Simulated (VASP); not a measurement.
The system is CdF2.

```xyz
3
Lattice="0.0000 2.6940 2.6940 2.6940 0.0000 2.6940 2.6940 2.6940 0.0000" Properties=species:S:1:pos:R:3 pbc="T T T"
Cd    0.0000    0.0000    0.0000
F     4.0410    4.0410    4.0410
F     1.3470    1.3470    1.3470
```

Base run:

```yaml
Program: VASP 6.6.1
Functional: PBE
Potentials_or_basis: VASP PAW PBE potentials, release 64 (Cd, F)
Cutoff: 520 eV
k_mesh: 6 × 6 × 6
Occupations: gaussian, width 0.02 eV
Spin: spin-orbit coupling, no magnetisation
```

Its results: pressure 6.2 GPa.

**Question.** The run is repeated on the same cell with these changes: functional from PBE to LDA; potentials or basis from VASP PAW PBE potentials, release 64 (Cd, F) to VASP PAW LDA potentials, release 64 (Cd, F). What comes out?

**Answer.** Pressure -4.8 GPa.

Not every run made on this cell is shown here.
